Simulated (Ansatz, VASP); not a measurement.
**K: VASP beside Ansatz**

Contents of INCAR:

```
SYSTEM = K
ALGO = Normal
EDIFF = 1E-7
ENCUT = 520
GGA = PE
ISIF = 2
ISMEAR = -1
LASPH = .TRUE.
LCHARG = .TRUE.
LELF = .TRUE.
LREAL = .FALSE.
LVHAR = .TRUE.
LWAVE = .FALSE.
NBANDS = 30
NELM = 100
PREC = Accurate
SIGMA = 0.05
```

File KPOINTS:

```
k-points
0
G
  4 4 3
  0 0 0
```

File POSCAR:

```
K
1.0
    4.4597690000     -6.5032270000      0.0000000000
    4.4597690000      6.5032270000      0.0000000000
    0.0000000000      0.0000000000      8.6591200000
K
5
Direct
    0.0000000000      0.5000000000      0.2527090000
    0.5000000000      0.0000000000      0.2527090000
    0.5000000000      0.0000000000      0.7472910000
    0.0000000000      0.5000000000      0.7472910000
    0.0000000000      0.0000000000      0.0000000000
```

File input.yaml:

```yaml
crystal:
  lattice:
    - [4.459769, -6.503227, 0.0]
    - [4.459769, 6.503227, 0.0]
    - [0.0, 0.0, 8.65912]
  atoms:
    - { symbol: K, position: [0.0, 0.5, 0.252709] }
    - { symbol: K, position: [0.5, 0.0, 0.252709] }
    - { symbol: K, position: [0.5, 0.0, 0.747291] }
    - { symbol: K, position: [0.0, 0.5, 0.747291] }
    - { symbol: K, position: [0.0, 0.0, 0.0] }
hamiltonian:
  xc: pbe
  pseudopotentials: { kind: paw }
kpoints:
  mp_grid: { grid: [4, 4, 3] }
scf:
  occupations: { method: fermi_dirac, width: 0.05 }
output:
  forces: true
  stress: true
  eigenvalues: true
```

This isn't the form of K at room conditions, which is bcc.

Alike in both runs: task single point; functional PBE; k mesh 4 × 4 × 3; occupations fermi-dirac, width 0.05 eV; no spin polarisation.

|  | VASP | Ansatz |
| --- | --- | --- |
| version | VASP 6.6.1 | Ansatz 0.2.0 |
| potentials or method | VASP PAW PBE potentials, release 64 (K_sv) | Ansatz PAW |
| plane-wave cutoff (eV) | 520 | 420 |
| valence electrons in the cell | 45 | 45 |

|  | VASP | Ansatz | Ansatz less VASP |
| --- | --- | --- | --- |
| gap on the k mesh at the Fermi level (eV) | none | none | - |
| pressure (GPa) | 0.0 | 0.0 | +0.01 |
| largest component of the traceless stress (GPa) | 0.13 | 0.13 | 0.000 |
| rms of the force components (eV/Å) | 0.018 | 0.018 | 0.0000 |

Atom by atom the forces differ by 0.000 eV/Å (rms over components). A gap of «none» marks a metal or a gap that the smearing closes.
